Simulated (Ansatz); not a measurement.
Crystal: SiC (Moissanite).

```
CELL_PARAMETERS angstrom
3.07600 0.00000 0.00000
-1.53800 2.66389 0.00000
0.00000 0.00000 5.04800
ATOMIC_POSITIONS crystal
Si 0.66667 0.33333 0.50000
Si 0.33333 0.66667 0.00000
C 0.66667 0.33333 0.88500
C 0.33333 0.66667 0.38500
```

```yaml
Program: Ansatz 0.2.0
Task: relaxation of cell and atoms
Functional: exchange-only PBE
Potentials_or_basis: Ansatz PAW
Cutoff: "420 eV (not typed: the program's choice for these potentials)"
k_mesh: 10 × 10 × 5
Occupations: fermi-dirac, width 0.05 eV
Spin: no spin polarisation
```

At the start: volume 10.34 Å³/atom.

Problem. How do energy, volume and symmetry change on relaxing?

Solution. It ends after 9 steps and the volume is 11.40 Å³/atom (+10.2 %); space group P6_3mc (No. 186, to 0.05 Å).

Step by step:
| step | energy change (eV) | largest force (eV/Å) | volume (Å³) |
| --- | --- | --- | --- |
| 1 | 0.0000 | 0.7867 | 41.36 |
| 2 | -0.1983 | 0.3750 | 43.41 |
| 3 | -0.2652 | 0.1812 | 45.47 |
| 4 | -0.2684 | 0.0140 | 45.59 |
| 5 | -0.2689 | 0.0221 | 45.53 |
| 6 | -0.2690 | 0.0003 | 45.50 |
| 7 | -0.2819 | 0.0002 | 45.50 |
| 8 | -0.2818 | 0.0008 | 45.60 |
| 9 | -0.2821 | 0.0008 | 45.60 |

Final structure:
```
Si C
1.0
     3.17596    0.00000    0.00000
    -1.58798    2.75046    0.00000
     0.00000    0.00000    5.22061
Si C
2 2
Direct
  0.66667 0.33333 0.50464
  0.33333 0.66667 0.00464
  0.66667 0.33333 0.88036
  0.33333 0.66667 0.38036
```

Caveat: the plane-wave basis is chosen anew once the cell has moved, so the energies of steps on either side of that aren't comparable; the pressure holds a Pulay correction of +0.3 GPa for the finite cutoff; the volume moved by +10 % from the deposited cell, more than functionals usually miss; the PAW data sets come from PBE, with cores solved anew for the run's functional, which leaves a small shift of forces and pressure.
